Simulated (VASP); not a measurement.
# Zn3N2: band structure with PBE

The system is Zn3N2.

```xyz
40
Lattice="-4.8509 4.8509 4.8509 4.8509 -4.8509 4.8509 4.8509 4.8509 -4.8509" Properties=species:S:1:pos:R:3 pbc="T T T"
Zn   -0.9815    1.4547    1.2356
Zn   -1.2356    3.8694    3.3962
Zn    5.8324    1.4547   -1.2356
Zn    0.9815    3.3962    1.2356
Zn    1.2356    0.9815    3.3962
Zn    1.4547    1.2356   -0.9815
Zn    3.3962   -1.2356    3.8694
Zn    1.4547   -1.2356    5.8324
Zn   -1.2356    5.8324    1.4547
Zn    3.8694    3.3962   -1.2356
Zn    1.2356   -0.9815    1.4547
Zn    3.3962    1.2356    0.9815
Zn    3.3962    6.0865   -0.9815
Zn    1.4547    6.0865    0.9815
Zn    3.3962    3.6153    5.8324
Zn    3.6153    3.8694    1.4547
Zn    3.8694    1.4547    3.6153
Zn   -0.9815    3.3962    6.0865
Zn    6.0865    0.9815    1.4547
Zn    5.8324    3.3962    3.6153
Zn    6.0865   -0.9815    3.3962
Zn    0.9815    1.4547    6.0865
Zn    3.6153    5.8324    3.3962
Zn    1.4547    3.6153    3.8694
N     0.0000    2.4254    4.6575
N     0.1933    0.0000    7.2763
N     7.2763    0.1933    0.0000
N     4.6575    0.0000    2.4254
N     2.4254    4.6575    0.0000
N     0.0000    7.2763    0.1933
N     4.8509    2.4254    0.1933
N     4.6575    4.8509   -2.4254
N    -2.4254    4.6575    4.8509
N     0.1933    4.8509    2.4254
N     2.4254    0.1933    4.8509
N     4.8509   -2.4254    4.6575
N     7.2763    2.4254    2.4254
N     2.4254    2.4254    7.2763
N     2.4254    7.2763    2.4254
N     2.4254    2.4254    2.4254
```

The cell comes from a database or a generator and needn't be the stable form of this composition.

* Program: VASP 6.6.1
* Task: band structure
* Functional: PBE
* Potentials or basis: VASP PAW PBE potentials, release 64 (Zn, N)
* Cutoff: 520 eV
* k mesh: 4 × 4 × 4
* Occupations: gaussian, width 0.03 eV
* Spin: no spin polarisation
* Further INCAR settings: ALGO = Normal; EDIFF = 1e-07; NBANDS = 210

The pressure is 6.9 GPa, the largest force is 0.033 eV/Å and the band gap along the path is none (metal or under the smearing width).

Forces on the atoms (eV/Å):
```
Zn   0.018  0.028 -0.003
Zn   0.003  0.018 -0.028
Zn  -0.018  0.028  0.003
Zn  -0.018 -0.028 -0.003
Zn  -0.003 -0.018 -0.028
Zn   0.028 -0.003  0.018
Zn  -0.028  0.003  0.018
Zn   0.028  0.003 -0.018
Zn   0.003 -0.018  0.028
Zn   0.018 -0.028  0.003
Zn  -0.003  0.018  0.028
Zn  -0.028 -0.003 -0.018
Zn  -0.028 -0.003  0.018
Zn   0.028 -0.003 -0.018
Zn  -0.028  0.003 -0.018
Zn   0.003  0.018  0.028
Zn   0.018  0.028  0.003
Zn   0.018 -0.028 -0.003
Zn  -0.003 -0.018  0.028
Zn  -0.018 -0.028  0.003
Zn  -0.003  0.018 -0.028
Zn  -0.018  0.028 -0.003
Zn   0.003 -0.018 -0.028
Zn   0.028  0.003  0.018
N    0.000  0.000 -0.033
N    0.033  0.000  0.000
N    0.000  0.033  0.000
N   -0.033  0.000  0.000
N    0.000 -0.033  0.000
N    0.000  0.000  0.033
N    0.000  0.000  0.033
N   -0.033  0.000  0.000
N    0.000 -0.033  0.000
N    0.033  0.000  0.000
N    0.000  0.033  0.000
N    0.000  0.000 -0.033
N    0.000  0.000  0.000
N    0.000  0.000  0.000
N    0.000  0.000  0.000
N    0.000  0.000  0.000
```

Levels at the corners of the path, in eV from the Fermi level:
```
point  band 182  band 183  band 184  band 185  band 186  band 187
    Γ     -0.16     -0.01     -0.01     -0.01      2.15      2.15
    H     -0.73     -0.63     -0.63      2.59      2.59      2.59
    H     -0.73     -0.63     -0.63      2.59      2.59      2.59
    N     -0.75     -0.19     -0.19      2.08      2.08      3.17
    N     -0.75     -0.19     -0.19      2.08      2.08      3.17
    Γ     -0.16     -0.01     -0.01     -0.01      2.15      2.15
    Γ     -0.16     -0.01     -0.01     -0.01      2.15      2.15
    P     -0.40     -0.40     -0.40      2.22      2.22      2.22
    P     -0.40     -0.40     -0.40      2.22      2.22      2.22
    H     -0.73     -0.63     -0.63      2.59      2.59      2.59
    P     -0.40     -0.40     -0.40      2.22      2.22      2.22
    N     -0.75     -0.19     -0.19      2.08      2.08      3.17
```

Run time: 28 min on 8 MPI ranks on Intel(R) Xeon(R) 6975P-C (Granite Rapids), on a shared host, peak memory 1.1 GiB a rank.
